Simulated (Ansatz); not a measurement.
## Ca: the change of pressure and energy less free atoms with volume scale

All results are calculated (Ansatz 0.2.0). Periodic Kohn-Sham DFT of a crystal at fixed atoms, scaled to volume_scale times the given cell; pressure positive in compression, energy less spherical unpolarised free atoms, largest_vzz the field gradient of largest size among the nuclei.

The cell before it is scaled or strained (space group Im-3m, No. 229):
```
CELL_PARAMETERS angstrom
-2.19040 2.19040 2.19040
2.19040 -2.19040 2.19040
2.19040 2.19040 -2.19040
ATOMIC_POSITIONS crystal
Ca 0.00000 0.00000 0.00000
```

Settings of every row: method all-electron LAPW; functional PBE; relativity scalar; k mesh 13x13x13; filling fermi-dirac; smearing width 0.08 eV; basis error target 1 meV/atom; nucleus gaussian.

Atom start moment: 0 on all atoms.

Limits: the cell comes from a prototype or a list of computed structures and needn't be the stable phase.

```
row  volume scale  V (Å³/atom)  pressure (GPa)  energy less free atoms (eV/atom)
  1        0.9405       39.536           1.182                           -1.8999
  2          0.97       40.776           0.587                           -1.9067
  3             1       42.037           0.048                           -1.9092
  4          1.03       43.298               ?                                 ?
  5          1.06       44.559          -0.858                           -1.9025
```

Question: what pressure and energy less free atoms should row 4 give?

Worked fit of pressure. Take u = (V_r/V)^(2/3) − 1 with V_r = 41.407 Å³ an atom, which is twice the finite (Eulerian) strain; such expansions in the strain, on which the Birch-Murnaghan equation of state is built, carry the rest volume and the bulk modulus. The shown rows have u = 0.03131, 0.01029, -0.01002, -0.04773. Least squares give pressure = 0.3095 + 26.519 × u + 43.13 × u² GPa; a straight line predicts inner rows, each left out in turn, worse (root mean square 0.042 against 0.0002 GPa). All shown rows lie on it to the printed digit. The pressure vanishes at u = -0.0119, or V = 42.16 Å³ an atom, and there the bulk modulus at fixed shape and fractions is B = −V dP/dV = (2/3)(1 + u) dP/du = 16.8 GPa. The withheld row has u = -0.02933, so the fit gives 0.3095 + 26.519 × (-0.02933) + 43.13 × (-0.02933)² = -0.431 GPa.

The calculation gave -0.432 GPa. The fit lies 0.001 GPa (0.049 % of the column's range) above it, one unit of the last digit.

Worked fit of energy less free atoms. Take u = (V_r/V)^(2/3) − 1 with V_r = 41.407 Å³ an atom, which is twice the finite (Eulerian) strain; such expansions in the strain, on which the Birch-Murnaghan equation of state is built, carry the rest volume and the bulk modulus. The shown rows have u = 0.03131, 0.01029, -0.01002, -0.04773. Least squares give energy less free atoms = −1.90849 + 0.1165 × u + 5.069 × u² eV/atom; a straight line predicts inner rows, each left out in turn, worse (root mean square 0.005 against 0.00012 eV/atom). The rows lie off it by 0.0000, 0.0001, -0.0001, 0.0000. Its lowest point lies at u = -0.0115, or V = 42.13 Å³ an atom, and the curvature there gives the bulk modulus at fixed shape and fractions, B = (4/9)(1 + u)² E″(u)/V = 16.7 GPa. The withheld row has u = -0.02933, so the fit gives −1.90849 + 0.1165 × (-0.02933) + 5.069 × (-0.02933)² = -1.9075 eV/atom.

The calculation gave -1.9076 eV/atom. The fit lies 0.0001 eV/atom (1.1 % of the column's range) above it, one unit of the last digit.
